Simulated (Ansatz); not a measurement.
The system is Y.

```
Y
1.0
     3.64740    0.00000    0.00000
    -1.82370    3.15874    0.00000
     0.00000    0.00000    5.73060
Y
2
Cartesian
  1.8237 1.0529 4.2980
  0.0000 2.1058 1.4326
```

Base run:

| Property | Result |
| --- | --- |
| Program | Ansatz 0.2.0 |
| Functional | PBE |
| Potentials or basis | all-electron LAPW, scalar-relativistic |
| Cutoff | 133 eV |
| Density cutoff | 532 eV |
| Basis error allowed | 0.001 eV/atom |
| k mesh | 8 × 8 × 5 |
| Occupations | fermi-dirac, width 0.05 eV |
| Spin | no spin polarisation |

Its results: pressure -0.1 GPa.

Task: The run is repeated on the same cell with these changes: functional from PBE to PBEsol; occupations from fermi-dirac, width 0.05 eV to gaussian, width 0.02 eV. What comes out?

Result: Pressure -2.0 GPa.

Not every run made on this cell is shown here.
